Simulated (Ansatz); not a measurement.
## An elastic constant from a strain scan in Zr

Computed with DFT PBE, scalar-relativistic, plane waves, PAW in Ansatz. Cutoff 420 eV, Γ-centred 18×18×10 k-points, Gaussian smearing of 0.15 eV. No spin polarisation. Energies are free energies at this smearing, counted from the undisturbed cell; pressure is positive in compression.

Zero of the scan (as given, not relaxed at this level; it stands at 0.5 GPa):

```xyz
2
Lattice="3.2320 0.0000 0.0000 -1.6160 2.7990 0.0000 0.0000 0.0000 5.1470" Properties=species:S:1:pos:R:3 pbc="T T T"
Zr    0.0000    1.8660    1.2868
Zr    1.6160    0.9330    3.8603
```

The cell is strained by ε times the Voigt pattern (1, -1, 0, 0, 0, 0) (xx, yy, zz, yz, xz, xy; engineering shear) with fractional coordinates fixed. The cell holds 2 atoms in V0 = 46.56 Å³. The stress column is τ = (1/V0) dE/dε, got from the stress tensor σ (compression positive) at each point as −det(1 + εP) σ : P(1 + εP)⁻¹, with P the pattern as a tensor.

```csv
ε,ΔE (meV/atom),τ (GPa)
-0.0400,22.179,-7.385
-0.0300,12.618,-5.729
-0.0200,5.627,-3.872
-0.0100,1.403,-1.936
0.0000,0.000,0.000
0.0100,1.380,1.888
0.0200,5.437,3.669
0.0300,11.929,5.216
0.0350,15.959,5.864
0.0400,?,?
```

Question: Which combination of elastic constants does this scan measure, and how large is it?

Answer: For small ε, τ = τ0 + Kε with K = pᵀCp, which for this pattern is C11 + C22 − 2 C12 in the Cartesian frame shown. The parabola through τ at ε = -0.0100, 0 and 0.0100 has slope K = 191 GPa at zero. The energies per cell, E = NΔE, of the same two points give K = 2[E(ε₊)/ε₊ − E(ε₋)/ε₋]/[(ε₊ − ε₋)V0] = 192 GPa, in agreement. These are clamped-ion values.

Question: Predict the withheld row at ε = 0.0400 from the harmonic law, and compare.

Answer: ΔE = V0(τ0 ε + Kε²/2)/N = 22.231 meV/atom and τ = 7.65 GPa. The calculation gives 20.427 meV/atom and 6.41 GPa: the energy lies 8 % below the harmonic value.

Forces appear on the atoms along this scan, and letting them relax would lower the energy and soften the response. In a metal these slopes depend on the k mesh and the smearing.